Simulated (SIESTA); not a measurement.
**Sn under changes of volume**

One of the cells (27.650 Å³/atom); the others are scaled copies at fixed shape and fractional positions:

```
Sn
1.0
    -2.94014    2.94014    1.59930
     2.94014   -2.94014    1.59930
     2.94014    2.94014   -1.59930
Sn
2
Cartesian
  0.0000 0.0000 0.0000
  0.0000 2.9401 0.7997
```

- Program: SIESTA 5.4.2
- Functional: PBE
- Potentials or basis: PseudoDojo 0.4 standard (PBE files)
- Basis: TZDP (energy shift 0.002 Ry)
- Grid cutoff: 500 Ry
- Energy shift: 0.002 Ry
- k mesh: 9 × 9 × 9
- Occupations: fermi-dirac, width 0.05 eV
- Spin: no spin polarisation

| volume (Å³/atom) | energy over the lowest point (meV/atom) | pressure (GPa) |
| --- | --- | --- |
| 25.991 | 39.51 | 5.5 |
| 26.544 | 23.27 | 4.0 |
| 27.097 | 11.50 | 2.8 |
| 27.650 | ? | ? |
| 28.203 | 0.50 | 0.6 |
| 28.756 | 0.00 | -0.3 |
| 29.309 | 2.56 | -1.2 |

What does the run at 27.650 Å³/atom give?

Energy over the lowest point 4.12 meV/atom; pressure 1.5 GPa.

Worked out: A Birch-Murnaghan fit of order 3 (a polynomial in V^(-2/3)) to the other rows has its minimum at 28.55 Å³/atom with B0 = V·E''(V) = 46 GPa and B' = 5.1 at fixed shape and positions, which overstates the stiffness. It gives 4.15 meV/atom at 27.650 Å³/atom, against the run's 4.12, and -dE/dV = 1.6 GPa, against 1.5.

Energies are extrapolated to zero smearing.

Caveats: semicore shells carry a single zeta, which can move pressures by several GPa and volumes by a few percent; the basis of atomic orbitals isn't converged, which shifts pressures, moduli and gaps.
